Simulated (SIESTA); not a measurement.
Runs of SIESTA 5.4.2 on NiO. It takes space group Fm-3m (No. 225, cubic). The conventional cell has a = 4.172 Å, b = 4.172 Å, c = 4.172 Å, α = 90.00°, β = 90.00°, γ = 90.00°. Around Ni (site symmetry m-3m) lie 6 O at 2.09 Å. O (site symmetry m-3m) has 6 Ni at 2.09 Å as nearest neighbours. 

```csv
task,level,potentials or basis,cell,k mesh,optimiser,force tolerance,energy shift,gap on the mesh (eV),pressure (GPa),moment (μB)
band structure,PBE,"PseudoDojo 0.4 standard (PBE files), TZP (energy shift 0.002 Ry)",as given,11 × 11 × 11,-,-,0.002 Ry,none,5.5,(a)
atomic charges,LDA,"PseudoDojo 0.4 standard (LDA files), TZP (energy shift 0.002 Ry)",as given,8 × 8 × 8,-,-,0.002 Ry,none,-18.9,0.72
single point,LDA,"PseudoDojo 0.4 standard (LDA files), DZP (energy shift 0.002 Ry)",as given,8 × 8 × 8,-,-,0.002 Ry,none,-18.1,0.72
band structure,vdW-DF-cx,"PseudoDojo 0.4 standard (PBE files), DZP (energy shift 0.002 Ry)",as given,11 × 11 × 11,-,-,0.002 Ry,none,-7.6,0.66
relaxation of cell and atoms,PBE,"PseudoDojo 0.4 standard (PBE files), TZDP (energy shift 0.01 Ry)",relaxed,8 × 8 × 8,Broyden,0.04 eV/Å,0.01 Ry,none,0.0,(b)
```

Alike in all rows: spin collinear, ferromagnetic start; smearing fermi-dirac 0.05 eV; grid cutoff 800 Ry.

Question: Estimate the missing entries.

Answer: (a) 1.75; (b) 1.84.

Caveats: semicore shells carry a single zeta, which can move pressures by several GPa and volumes by a few percent; the basis of atomic orbitals isn't converged, which shifts pressures, moduli and gaps; a cell with one magnetic atom can't hold antiferromagnetic order, which such compounds often take; semilocal functionals often make such compounds metallic where correlation or magnetic order opens a gap, which also shifts bond lengths; so large a pressure means that the cell lies far from this level's equilibrium, or that cutoff or potentials fall short (some runs); the potentials were made for another functional, which shifts forces and pressure (some runs).

A gap of «none» marks a metal or a gap under the smearing width.
